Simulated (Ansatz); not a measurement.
Crystal: Ti.

```xyz
2
Lattice="2.9500 0.0000 0.0000 -1.4750 2.5548 0.0000 0.0000 0.0000 4.6800" Properties=species:S:1:pos:R:3 pbc="T T T"
Ti    1.4750    0.8516    3.5100
Ti    0.0000    1.7032    1.1700
```

| Item | Value |
| --- | --- |
| Program | Ansatz 0.2.0 |
| Task | single point |
| Functional | PBE |
| Potentials or basis | all-electron LAPW, scalar-relativistic |
| Cutoff | 220 eV (chosen from the basis error) |
| Basis error allowed | 0.001 eV/atom |
| k mesh | 10 × 10 × 6 |
| Occupations | fermi-dirac, width 0.05 eV |
| Spin | no spin polarisation |

On this cell: pressure -1.5 GPa; largest force under 0.003 eV/Å; band gap on the k mesh none (metal or under the smearing width).

The same run follows on a disturbed copy (atoms moved at random, drawn with an rms of 0.05 Å):

```
Ti
1.0
     2.95000    0.00000    0.00000
    -1.47500    2.55477    0.00000
     0.00000    0.00000    4.68000
Ti
2
Cartesian
  1.5420 0.8351 3.5029
  0.0045 1.7191 1.1641
```

Problem. What does the disturbed cell give?

Solution. The energy (extrapolated to zero smearing) moves by +2.1 meV/atom; pressure -1.5 GPa; largest force 0.107 eV/Å; band gap on the k mesh none (metal or under the smearing width).

Forces in eV/Å, atoms in the order of the input:
```
Ti  -0.095  0.049  0.003
Ti   0.095 -0.049 -0.003
```

Stress tensor (GPa, compression positive):
```
-1.75  0.71  0.00
 0.71 -1.02  0.00
 0.00  0.00 -1.69
```
